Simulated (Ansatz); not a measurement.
**EuS (rocksalt structure)**

The computed numbers are results of PBE+U (U_eff = 6 eV on Eu 4f), scalar-relativistic (collinear spin) in the plane-wave PAW code Ansatz at 420 eV, 8×8×8 k-mesh, Gaussian smearing of 0.05 eV. The datasets are Ansatz's generated set soft_2.

```
Eu S
1.0
     0.00000    2.99238    2.99238
     2.99238    0.00000    2.99238
     2.99238    2.99238    0.00000
Eu S
1 1
Direct
  0.50000 0.50000 0.50000
  0.00000 0.00000 0.00000
```

The compound is reported in the structure type of the start.

The geometry is fixed. Moments are started on Eu in several ways. q is the propagation vector of an order in a doubled cell, in units of this cell's reciprocal vectors; doubled cells take an equivalent mesh or are counted from a ferromagnetic run in the same cell, unless said otherwise. Energies count from the first row, the state in which the cell was relaxed.

The starts:
- ferromagnetic
- no spin polarisation
- antiparallel, q = (0, 0, 1/2)
- antiparallel, q = (0, 1/2, 1/2)

Task: Which start ends lowest?

Result: Lowest: ferromagnetic.

| start | largest typed moment (μB) | ΔE (meV/atom) | gap on the mesh (eV) | P (GPa) | final spin moments (μB) |
| --- | --- | --- | --- | --- | --- |
| ferromagnetic | 7.55* | 0.0 | 0.77 | 0.0 | Eu 6.87; S -0.06 |
| no spin polarisation | 0.00 | 4364.3 | metal | -9.6 | none |
| antiparallel, q = (0, 0, 1/2) | 7.00* | 1.8 | 1.36 | 0.1 | Eu 6.87, -6.87 |
| antiparallel, q = (0, 1/2, 1/2) | 7.00* | 3.2 | 1.24 | 0.1 | Eu 6.86, -6.86 |

A star marks runs that didn't start from the typed moments alone: they went on from the state of an earlier run.

The next distinct energy lies only 1.8 meV/atom above the lowest at one geometry; relaxing each state, or a finer mesh, could change the order.

The program marks the state without spin polarisation as possibly unstable.

The row without spin polarisation prices the pairing of the open shell's electrons, in one of several fillings that the shell can take under U, not a magnetic ordering energy.

Only orders that fit these small cells were tried, so the real crystal's order may be another.

Hund's first rule gives Eu²⁺ with 7 f electrons 7 unpaired spins, a spin moment of 7 μB; the run has 6.87 μB on Eu (atomic spheres) and 6.99 f electrons on orthogonalised orbitals. The moment is close to the ion's, so in this run the shell is localised and nearly fully polarised.

These numbers lack spin–orbit coupling. Site moments are of spin, integrated over atomic spheres.
